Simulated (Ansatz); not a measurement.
Here is an Ansatz 0.2.0 calculation.

Contents of input.yaml:

```yaml
crystal:
  lattice:
    - [0.0, 3.2333428, 3.2333428]
    - [3.2333428, 0.0, 3.2333428]
    - [3.2333428, 3.2333428, 0.0]
  atoms:
    - { symbol: Sn, position: [0.75, 0.75, 0.75] }
    - { symbol: Sn, position: [0.5, 0.5, 0.5] }
hamiltonian:
  xc: revpbe
  pseudopotentials: { kind: paw }
  dispersion: d3bj
kpoints:
  mp_grid: { grid: [7, 7, 7] }
scf:
  occupations: { method: fermi_dirac, width: 0.05 }
output:
  forces: true
  stress: true
relax:
  f_tol: 0.01
  max_steps: 40
  cell: { stress_tol: 0.05 }
```

Potentials or basis: Ansatz PAW.

Run with:

```sh
$ ansatz run input.yaml --threads 2 --pin off --max-ram 5632MiB --backend cpu --events-out ev --progress --plain --runs-dir out
```

(1) Estimate the relaxed volume.

(2) Predict the relaxed cell.

(3) Estimate the space group after relaxing (to 0.05 Å).

Answers

(1) 35.21 Å³/atom.

(2) a = 4.635 Å, b = 4.635 Å, c = 4.635 Å, α = 60.00°, β = 60.00°, γ = 60.00°.

(3) Fd-3m (No. 227).

Caveat: the PAW data sets come from PBE, with cores solved anew for the run's functional, which leaves a small shift of forces and pressure.
